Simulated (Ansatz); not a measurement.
**Strain response of Rh**

Method: Ansatz 0.2.0, DFT PBEsol, scalar-relativistic, plane waves, PAW. Run with 420 eV cutoff, 20×20×14 k-mesh, Gaussian smearing of 0.10 eV, no spin polarisation.

Starting point, cell and atoms relaxed:

```
Rh
1.0
     1.89000    1.89000    0.00000
    -1.89000    1.89000    0.00000
     0.00000    0.00000    3.78000
Rh
2
Cartesian
  0.0000 0.0000 0.0000
  0.0000 1.8900 1.8900
```

Deformation: biaxial strain in the a-b plane, with the length and tilt of c and the atoms relaxed, all within the symmetry that the strain leaves. Energies are extrapolated to zero smearing. On this cell's mesh the reference holds a stress of up to 0.13 GPa.

(1) Give the structure at -2.0 %.

## Answers

(1)
```
Rh
1.0
     1.85220    1.85220    0.00000
    -1.85220    1.85220    0.00000
     0.00000    0.00000    3.84913
Rh
2
Cartesian
  0.0000 0.0000 0.0000
  0.0000 1.8522 1.9246
```
Space group I4/mmm (139), 17.2 meV/atom over the relaxed crystal.